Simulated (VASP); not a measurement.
A run of VASP 6.6.1 is set up as follows.

Contents of INCAR:

```
PREC = Accurate ; ENCUT = 600
EDIFF = 1E-7 ; ISMEAR = 0
SIGMA = 0.03 ; LREAL = F
LASPH = T ; NELM = 80
ALGO = Normal ; ISIF = 3
LWAVE = F ; LCHARG = F
GGA = PS ; IBRION = 2
NSW = 90 ; EDIFFG = -0.005
```

Contents of KPOINTS:

```
Automatic mesh
0
Gamma
  8 8 8
```

Contents of POSCAR:

```
MgTe                                    
1.0
   -0.0000000000      3.2194527926      3.2194527926
    3.2194527926      0.0000000000      3.2194527926
    3.2194527926      3.2194527926      0.0000000000
  Mg              Te            
     1     1
Direct
     1.0000000000000000    1.0000000000000000    1.0000000000000000
     0.2500000000000000    0.2500000000000000    0.2500000000000000
```

Potentials or basis: VASP PAW PBE potentials, release 64 (Mg, Te).

Launch:

```bash
$ cat potpaw_PBE.64/Mg/POTCAR potpaw_PBE.64/Te/POTCAR > POTCAR
$ mpirun -np 1 vasp_std > vasp.out
```

Task: Estimate the relaxed cell.

Result: a = 4.554 Å, b = 4.554 Å, c = 4.554 Å, α = 60.00°, β = 60.00°, γ = 60.00°.

Task: What does it give for the space group after relaxing (to 0.05 Å)?

Result: F-43m (No. 216).

Task: What does it give for the band gap on the k mesh?

Result: 2.35 eV, direct.

Final structure:
```
Mg Te
1.0
     0.00000    3.22043    3.22043
     3.22043    0.00000    3.22043
     3.22043    3.22043    0.00000
Mg Te
1 1
Direct
  0.00000 0.00000 0.00000
  0.25000 0.25000 0.25000
```

Caveat: spin-orbit coupling is left out, which moves the levels of the heavy elements. Expect the measured gap to be larger: semilocal functionals such as PBEsol lack the derivative discontinuity.
